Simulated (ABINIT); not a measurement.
# Al (Fm-3m) in ABINIT: settings compared

Aim: see how the results for Al move with the level of theory and the settings. Levels: RPBE, AM05, LDA-Teter. Tasks: band structure, equation of state.

Program: ABINIT 10.8.3 (patched build). These are calculated values, not measurements. Logs are shortened: lines on timing, memory, paths and dates and some standing lists are left out, and cuts for length are marked. The log counts tension as positive stress, the text compression.

**What was measured.**

“The interpretation of polycrystalline coherent inelastic neutron scattering from aluminium”, 2013, pmc:3831299 quotes, for a bulk crystal of Al: bulk modulus 76.9 GPa.

The runs below are set against these values where they give the same quantity.

### 1 The structure

Symmetry: Fm-3m, No. 225, cubic system. The conventional cell has a = 4.050 Å, b = 4.050 Å, c = 4.050 Å, α = 90.00°, β = 90.00°, γ = 90.00°. Al (site symmetry m-3m) has 12 Al at 2.86 Å as nearest neighbours.

### 2 Band structure, RPBE

Contents of run.abi:

```
# Datasets: ground state, then fixed potential
ndtset 2

# Pseudopotentials
pp_dirpath "./"
pseudos "Al.upf"

# Structure
acell 3*1.0
rprim
     0.0000000000     3.8263269058     3.8263269058
     3.8263269058     0.0000000000     3.8263269058
     3.8263269058     3.8263269058     0.0000000000
ntypat 1
znucl 13
natom 1
typat 1
xred
     0.0000000000     0.0000000000     0.0000000000

# Plane-wave basis
ecut 544.227725 eV

# Exchange and correlation
ixc 15

# Bands and occupations
occopt 3
tsmear 0.05 eV

# SCF cycle
nstep 100

# Output
iomode 3
prtwf 0
prteig 0
prtebands 0
prtden1 1

# Dataset 1
kptopt1 1
ngkpt1 11 11 11
nshiftk1 1
shiftk1 0.0 0.0 0.0
nband1 6
tolvrs1 1.0e-10

# Dataset 2: bands along G-X-W-K-G-L-U-W-L-K
iscf2 -2
getden2 1
nband2 10
nbdbuf2 2
tolwfr2 1.0e-12
kptopt2 -9
ndivsm2 5
prteig2 1
kptbounds2
     0.0000000000     0.0000000000     0.0000000000
     0.5000000000     0.0000000000     0.5000000000
     0.5000000000     0.2500000000     0.7500000000
     0.3750000000     0.3750000000     0.7500000000
     0.0000000000     0.0000000000     0.0000000000
     0.5000000000     0.5000000000     0.5000000000
     0.6250000000     0.2500000000     0.6250000000
     0.5000000000     0.2500000000     0.7500000000
     0.5000000000     0.5000000000     0.5000000000
     0.3750000000     0.3750000000     0.7500000000
```

Potentials or basis: PseudoDojo NC SR PBE v0.4.1 standard.

Run with:

```bash
abinit run.abi > log 2>&1
```

run.abo:

```text
.Version 10.8.3 of ABINIT
 DATASET    1 : space group Fm -3 m (#225); Bravais cF (face-center cubic)
================================================================================
 Values of the parameters that define the memory need for DATASET  1.
     intxc =       0    ionmov =       0      iscf =       7    lmnmax =       6
     lnmax =       6     mgfft =      24  mpssoang =       3    mqgrid =    3001
     natom =       1  nloc_mem =       1    nspden =       1   nspinor =       1
    nsppol =       1      nsym =      48    n1xccc =    2501    ntypat =       1
    occopt =       3   xclevel =       2
       mpw =         495          nfft =       13824          nkpt =          56
================================================================================
================================================================================

 DATASET    2 : space group Fm -3 m (#225); Bravais cF (face-center cubic)
================================================================================
 Values of the parameters that define the memory need for DATASET  2.
     intxc =       0    ionmov =       0      iscf =      -2    lmnmax =       6
     lnmax =       6     mgfft =      24  mpssoang =       3    mqgrid =    3001
     natom =       1  nloc_mem =       1    nspden =       1   nspinor =       1
    nsppol =       1      nsym =      48    n1xccc =    2501    ntypat =       1
    occopt =       3   xclevel =       2
       mpw =         507          nfft =       13824          nkpt =          87
================================================================================
================================================================================

--------------------------------------------------------------------------------
------------- Echo of variables that govern the present computation ------------
--------------------------------------------------------------------------------
 -outvars: echo values of preprocessed input variables --------
            acell      1.0000000000E+00  1.0000000000E+00  1.0000000000E+00 Bohr
              amu      2.69815390E+01
             ecut      2.00000000E+01 Hartree
           getden1          0
           getden2          1
             iscf1          7
             iscf2         -2
                       outvar_i_n : Printing only first  50 k-points.
              ixc          15
           jdtset        1    2
                       outvar_i_n : Printing only first  50 k-points.
           kptopt1          1
           kptopt2         -9
         kptrlatt       11    0    0      0   11    0      0    0   11
          kptrlen1     5.95236774E+01
          kptrlen2     3.00000000E+01
            natom           1
            nband1          6
            nband2         10
           nbdbuf1          0
           nbdbuf2          2
           ndtset           2
           ndivsm1          0
[... 654 lines left out ...]

--- !ResultsGS
iteration_state: {dtset: 2, }
comment   : Summary of ground state results
lattice_vectors:
- [  0.0000000,   3.8263269,   3.8263269, ]
- [  3.8263269,   0.0000000,   3.8263269, ]
- [  3.8263269,   3.8263269,   0.0000000, ]
lattice_lengths: [   5.41124,    5.41124,    5.41124, ]
lattice_angles: [ 60.000,  60.000,  60.000, ] # degrees, (23, 13, 12)
lattice_volume:   1.1204080E+02
convergence: {deltae:  0.000E+00, res2:  0.000E+00, residm:  9.984E-13, diffor:  0.000E+00, }
etotal    :  -2.31817960E+00
entropy   :   0.00000000E+00
fermie    :   2.53258046E-01
cartesian_stress_tensor: null
pressure_GPa: null
xred      :
- [  0.0000E+00,   0.0000E+00,   0.0000E+00, Al]
cartesian_forces: null
force_length_stats: {min: null, max: null, mean: null, }
...

 Integrated electronic density in atomic spheres:
 ------------------------------------------------
 Atom  Sphere_radius  Integrated_density
    1        2.00000          0.86715473
================================================================================

 ----iterations are completed or convergence reached----

 Mean square residual over all n,k,spin=   44.542E-14; max=  99.837E-14
 reduced coordinates (array xred) for    1 atoms
       0.000000000000      0.000000000000      0.000000000000

 cartesian coordinates (angstrom) at end:
    1      0.00000000000000     0.00000000000000     0.00000000000000
 length scales=  1.000000000000  1.000000000000  1.000000000000 bohr
              =  0.529177210544  0.529177210544  0.529177210544 angstroms
 Eigenvalues (hartree) for nkpt=  87  k points:
 kpt#   1, nband= 10, wtk=  1.00000, kpt=  0.0000  0.0000  0.0000 (reduced coord)
  -0.15490    0.71502    0.71502    0.71502    0.76763    0.76763    0.76763    0.85661
   0.96267    0.96267
 kpt#   2, nband= 10, wtk=  1.00000, kpt=  0.0357  0.0000  0.0357 (reduced coord)
  -0.15321    0.69480    0.69480    0.70212    0.76357    0.79044    0.79044    0.87291
   0.94042    0.96426
 kpt#   3, nband= 10, wtk=  1.00000, kpt=  0.0714  0.0000  0.0714 (reduced coord)
  -0.14814    0.66247    0.66247    0.67369    0.75201    0.83008    0.83008    0.88711
   0.91146    0.96894
 kpt#   4, nband= 10, wtk=  1.00000, kpt=  0.1071  0.0000  0.1071 (reduced coord)
  -0.13969    0.63060    0.63060    0.64124    0.73526    0.82233    0.87385    0.87385
   0.96080    0.97673
 kpt#   5, nband= 10, wtk=  1.00000, kpt=  0.1429  0.0000  0.1429 (reduced coord)
  -0.12789    0.60087    0.60087    0.60917    0.71558    0.75459    0.91947    0.91947
   0.98754    1.01648
 kpt#   6, nband= 10, wtk=  1.00000, kpt=  0.1786  0.0000  0.1786 (reduced coord)
  -0.11276    0.57374    0.57374    0.57908    0.68589    0.69567    0.96561    0.96561
[... 230 lines left out ...]
   0.12021    0.12933    0.40718    0.54552    0.61195    0.86261    0.94396    1.01377
   1.08537    1.10179
 kpt#  84, nband= 10, wtk=  1.00000, kpt=  0.4167  0.4167  0.6667 (reduced coord)
   0.13575    0.14522    0.35567    0.52839    0.59353    0.90836    0.93669    1.01672
   1.08792    1.15261
 kpt#  85, nband= 10, wtk=  1.00000, kpt=  0.4028  0.4028  0.6944 (reduced coord)
   0.15392    0.16341    0.30726    0.51390    0.57746    0.90231    0.95611    1.04521
   1.07559    1.20962
 kpt#  86, nband= 10, wtk=  1.00000, kpt=  0.3889  0.3889  0.7222 (reduced coord)
   0.17382    0.18286    0.26398    0.50206    0.56395    0.86396    1.00533    1.06538
   1.07458    1.24880
 kpt#  87, nband= 10, wtk=  1.00000, kpt=  0.3750  0.3750  0.7500 (reduced coord)
   0.18376    0.20312    0.23798    0.49285    0.55310    0.82617    1.04885    1.06380
   1.09825    1.27549

== END DATASET(S) ==============================================================
================================================================================

 -outvars: echo values of variables after computation  --------
            acell      1.0000000000E+00  1.0000000000E+00  1.0000000000E+00 Bohr
           etotal1    -2.3181796027E+00
            fcart1    -0.0000000000E+00 -0.0000000000E+00 -0.0000000000E+00
            rprim      0.0000000000E+00  3.8263269058E+00  3.8263269058E+00
                       3.8263269058E+00  0.0000000000E+00  3.8263269058E+00
                       3.8263269058E+00  3.8263269058E+00  0.0000000000E+00
           strten1     1.8574015348E-05  1.8574015348E-05  1.8574015348E-05
                       0.0000000000E+00  0.0000000000E+00  0.0000000000E+00
 Calculation completed.
```

Run time: 9.2 s. Hardware: 1 thread of Arm Neoverse V1, shared host; peak memory 0.11 GiB.

Results:

| Item | Value |
| --- | --- |
| Free energy | -63.0809 eV |
| Pressure | -0.5 GPa |
| Band gap on the k mesh | none (metal or under the smearing width) |
| Valence electrons inside the program's atomic spheres | Al 0.87 (radii [1.0584] Å) |

Levels at the corners of the path, in eV from the Fermi level:
```tsv
point	band 1	band 2	band 3	band 4	band 5
Γ	-11.11	12.57	12.57	12.57	14.00
X	-2.93	-1.61	5.24	5.55	5.55
W	-0.85	-0.85	0.17	1.07	15.75
K	-1.89	-1.36	-0.42	6.52	8.16
Γ	-11.11	12.57	12.57	12.57	14.00
L	-4.59	-4.38	11.32	11.32	11.41
U	-1.89	-1.36	-0.42	6.52	8.16
W	-0.85	-0.85	0.17	1.07	15.75
L	-4.59	-4.38	11.32	11.32	11.41
K	-1.89	-1.36	-0.42	6.52	8.16
```

Caveat: the potentials were made for another functional, which shifts forces and pressure.

### 3 Equation of state, AM05

Contents of run.abi:

```
# Datasets: one volume each
ndtset 7
getwfk -1
scalecart1 3*0.9795861087
scalecart2 3*0.9864848297
scalecart3 3*0.9932883884
scalecart4 3*1.0000000000
scalecart5 3*1.0066227096
scalecart6 3*1.0131594038
scalecart7 3*1.0196128224

# Pseudopotentials
pp_dirpath "./"
pseudos "Al.GGA_PBE-JTH.xml"

# Structure
acell 5.4112434042 5.4112434042 5.4112434042
rprim
     0.0000000000     0.7071067812     0.7071067812
     0.7071067812     0.0000000000     0.7071067812
     0.7071067812     0.7071067812     0.0000000000
ntypat 1
znucl 13
natom 1
typat 1
xred
     0.0000000000     0.0000000000     0.0000000000

# Plane-wave basis
ecut 20.0
pawecutdg 40.0

# k points
kptopt 1
ngkpt 11 11 11
nshiftk 1
shiftk 0.0 0.0 0.0

# Exchange and correlation
ixc -120135

# Bands and occupations
nband 6
occopt 3
tsmear 0.05 eV

# SCF cycle
nstep 100
tolvrs 1.0e-9

# Output
iomode 3
prtwf 1
prtden 0
prteig 0
prtebands 0
enunit 1
```

Potentials or basis: JTH PAW PBE v2.0.

Run with:

```bash
abinit run.abi > log 2>&1
```

Wall time 26 s (1 thread of Arm Neoverse V1, shared host); peak memory 0.11 GiB.

The run converged. Its results:

```yaml
Equilibrium_volume: 16.13 Å³/atom
Bulk_modulus: 88 GPa
Pressure_derivative_of_the_bulk_modulus: 4.3
```

Energy against volume, from the lowest point:
```csv
volume (Å³/atom),energy (meV/atom)
15.607,4.49
15.939,0.26
16.271,0.00
16.603,3.31
16.935,9.83
17.267,19.22
17.599,31.15
```

Caveat: pressures at fixed basis lie under the slope of the energies; the PAW data sets were made with another functional, which shifts forces and pressure a little.

### 4 Band structure, LDA-Teter

Contents of run.abi:

```
# Datasets: ground state, then fixed potential
ndtset 2

# Pseudopotentials
pp_dirpath "./"
pseudos "Al.upf"

# Structure
acell 3*1.0
rprim
     0.0000000000     3.8263269058     3.8263269058
     3.8263269058     0.0000000000     3.8263269058
     3.8263269058     3.8263269058     0.0000000000
ntypat 1
znucl 13
natom 1
typat 1
xred
     0.0000000000     0.0000000000     0.0000000000

# Plane-wave basis
ecut 22.0

# Exchange and correlation
ixc 1

# Bands and occupations
occopt 3
tsmear 0.00183747

# SCF cycle
nstep 100

# Output
iomode 3
prtwf 0
prteig 0
prtebands 0
enunit 1
prtden1 1

# Dataset 1
kptopt1 1
ngkpt1 11 11 11
nshiftk1 1
shiftk1 0.0 0.0 0.0
nband1 6
tolvrs1 1.0e-10

# Dataset 2: bands along G-X-W-K-G-L-U-W-L-K
iscf2 -2
getden2 1
nband2 10
nbdbuf2 2
tolwfr2 1.0e-12
kptopt2 -9
ndivsm2 6
prteig2 1
prtvol2 -3
kptbounds2
     0.0000000000     0.0000000000     0.0000000000
     0.5000000000     0.0000000000     0.5000000000
     0.5000000000     0.2500000000     0.7500000000
     0.3750000000     0.3750000000     0.7500000000
     0.0000000000     0.0000000000     0.0000000000
     0.5000000000     0.5000000000     0.5000000000
     0.6250000000     0.2500000000     0.6250000000
     0.5000000000     0.2500000000     0.7500000000
     0.5000000000     0.5000000000     0.5000000000
     0.3750000000     0.3750000000     0.7500000000
```

Potentials or basis: PseudoDojo NC SR LDA v0.4.1 standard.

Run with:

```bash
abinit run.abi > log 2>&1
```

run.abo:

```text
.Version 10.8.3 of ABINIT
 DATASET    1 : space group Fm -3 m (#225); Bravais cF (face-center cubic)
================================================================================
 Values of the parameters that define the memory need for DATASET  1.
     intxc =       0    ionmov =       0      iscf =       7    lmnmax =       6
     lnmax =       6     mgfft =      24  mpssoang =       3    mqgrid =    3001
     natom =       1  nloc_mem =       1    nspden =       1   nspinor =       1
    nsppol =       1      nsym =      48    n1xccc =    2501    ntypat =       1
    occopt =       3   xclevel =       1
       mpw =         564          nfft =       13824          nkpt =          56
================================================================================
================================================================================

 DATASET    2 : space group Fm -3 m (#225); Bravais cF (face-center cubic)
================================================================================
 Values of the parameters that define the memory need for DATASET  2.
     intxc =       0    ionmov =       0      iscf =      -2    lmnmax =       6
     lnmax =       6     mgfft =      24  mpssoang =       3    mqgrid =    3001
     natom =       1  nloc_mem =       1    nspden =       1   nspinor =       1
    nsppol =       1      nsym =      48    n1xccc =    2501    ntypat =       1
    occopt =       3   xclevel =       1
       mpw =         564          nfft =       13824          nkpt =         103
================================================================================
[... 797 lines left out ...]
  26.15965   26.92611
 kpt#   5, nband= 10, wtk=  1.00000, kpt=  0.1176  0.0000  0.1176 (reduced coord)
  -3.04381   17.46906   17.46906   17.85630   20.27827   22.42288   24.56427   24.56427
  27.12410   27.31463
 kpt#   6, nband= 10, wtk=  1.00000, kpt=  0.1471  0.0000  0.1471 (reduced coord)
  -2.76463   16.81661   16.81661   17.15261   19.82375   20.92954   25.57481   25.57481
[... 278 lines left out ...]
   4.11861    4.30358   11.12213   15.21068   17.03978   24.46241   26.21416   27.96388
  30.25404   30.87043
 kpt# 100, nband= 10, wtk=  1.00000, kpt=  0.4125  0.4125  0.6750 (reduced coord)
   4.52059    4.71573    9.88845   14.81658   16.61185   25.58891   25.70046   28.35426
  29.93461   32.45044
 kpt# 101, nband= 10, wtk=  1.00000, kpt=  0.4000  0.4000  0.7000 (reduced coord)
   4.97741    5.17742    8.72708   14.48037   16.23680   24.82541   26.75441   29.06447
  29.65256   33.74534
 kpt# 102, nband= 10, wtk=  1.00000, kpt=  0.3875  0.3875  0.7250 (reduced coord)
   5.45853    5.66934    7.68915   14.20182   15.91816   23.89739   27.93723   29.42573
  29.74959   34.64469
 kpt# 103, nband= 10, wtk=  1.00000, kpt=  0.3750  0.3750  0.7500 (reduced coord)
   5.67019    6.19709    7.06311   13.98091   15.65781   22.98295   28.92372   29.45488
  30.30846   35.28577

== END DATASET(S) ==============================================================
================================================================================

 -outvars: echo values of variables after computation  --------
            acell      1.0000000000E+00  1.0000000000E+00  1.0000000000E+00 Bohr
           etotal1    -2.3622388874E+00
            fcart1    -0.0000000000E+00 -0.0000000000E+00 -0.0000000000E+00
            rprim      0.0000000000E+00  3.8263269058E+00  3.8263269058E+00
                       3.8263269058E+00  0.0000000000E+00  3.8263269058E+00
                       3.8263269058E+00  3.8263269058E+00  0.0000000000E+00
           strten1     1.2733699337E-04  1.2733699337E-04  1.2733699337E-04
                       0.0000000000E+00  0.0000000000E+00  0.0000000000E+00
 Calculation completed.
```

Wall time 10 s (1 thread of Arm Neoverse V1, shared host); peak memory 0.11 GiB.

Results:

```
Free energy                                           : -64.2798 eV
Pressure                                              : -3.7 GPa
Band gap on the k mesh                                : none (metal or under the smearing width)
Valence electrons inside the program's atomic spheres : Al 0.89 (radii [1.0584] Å)
```

Levels at the corners of the path, in eV from the Fermi level:
```csv
point,band 1,band 2,band 3,band 4,band 5,band 6
Γ,-11.08,12.53,12.53,12.53,13.75,13.75
X,-2.90,-1.63,5.30,5.48,5.48,8.86
W,-0.83,-0.83,0.21,0.93,15.67,15.67
K,-1.87,-1.34,-0.47,6.44,8.12,15.45
Γ,-11.08,12.53,12.53,12.53,13.75,13.75
L,-4.54,-4.41,11.13,11.13,11.40,11.40
U,-1.87,-1.34,-0.47,6.44,8.12,15.45
W,-0.83,-0.83,0.21,0.93,15.67,15.67
L,-4.54,-4.41,11.13,11.13,11.40,11.40
K,-1.87,-1.34,-0.47,6.44,8.12,15.45
```

[end of part 1 of 2]
